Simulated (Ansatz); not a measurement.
# AgI: one input, then a changed one

The cell is COD entry 9008829, as deposited and not checked against the literature; nothing was relaxed. It differs from other determinations. The listed cell was then made from it by scaling, straining or moving an atom.

First run: DFT, PBE, PAW with Ansatz's default frozen-core files, scalar-relativistic (Ansatz 0.2.0).

Command: `ansatz run input.yaml --threads 1 --pin off --max-ram 2048MiB --backend cpu --events-out ev --progress --plain --runs-dir out` The run took 6 s on 1 thread of Intel(R) Xeon(R) Platinum 8259CL CPU @ 2.50GHz (Skylake/Cascade Lake) (shared host).

```yaml
crystal:
  lattice:
    - [0.0, 3.1927581514, 3.1927581514]
    - [3.1927581514, 0.0, 3.1927581514]
    - [3.1927581514, 3.1927581514, 0.0]
  atoms:
    - { symbol: Ag, position: [0.0, 0.0, 0.0] }
    - { symbol: I, position: [0.75, 0.75, 0.75] }
kpoints:
  mp_grid: { grid: [7, 7, 7] }
scf:
  occupations: { method: fermi_dirac, width: 0.01 }
hamiltonian:
  xc: pbe
  pseudopotentials: { kind: paw }
output:
  forces: true
  stress: true
  eigenvalues: true
  efg: { contact_densities: true }
  write_density: true
  write_potential: true
  elf: true
  volumetric_format: npy
```

Result: converged; pressure 3.93 GPa; gap on the k mesh 1.34 eV (the mesh can miss the band edges); 6 SCF iterations.

Spin–orbit coupling is left out, though it moves levels of the heavy atoms by tenths of an eV or more.

A second input differs as follows:

```diff
@@ -11,7 +11,9 @@
 scf:
   occupations: { method: fermi_dirac, width: 0.01 }
+  max_iter: 75
 hamiltonian:
   xc: pbe
   pseudopotentials: { kind: paw }
+  hubbard: { sites: [{ species: I, l: f, u_eff: 4.0 }] }
 output:
   forces: true
@@ -19,7 +21,3 @@
   eigenvalues: true
   efg: { contact_densities: true }
-  write_density: true
-  write_potential: true
-  elf: true
-  volumetric_format: npy
```

What is wrong with it, and what does the program do?

The fault is a U on a shell that isn't there. The run refused before any iteration. The log ends:
```
Error: inconsistent input (hamiltonian.hubbard.sites[].l, hamiltonian.hubbard.sites[].shell): the file of I doesn't list 4f, and it can't be added: PBE doesn't bind the shell 4f of the free atom, whose level lies at +1.12 eV. Type an atom or ion with it (hamiltonian.pseudopotentials.projection_atoms), take another file or name another shell
```
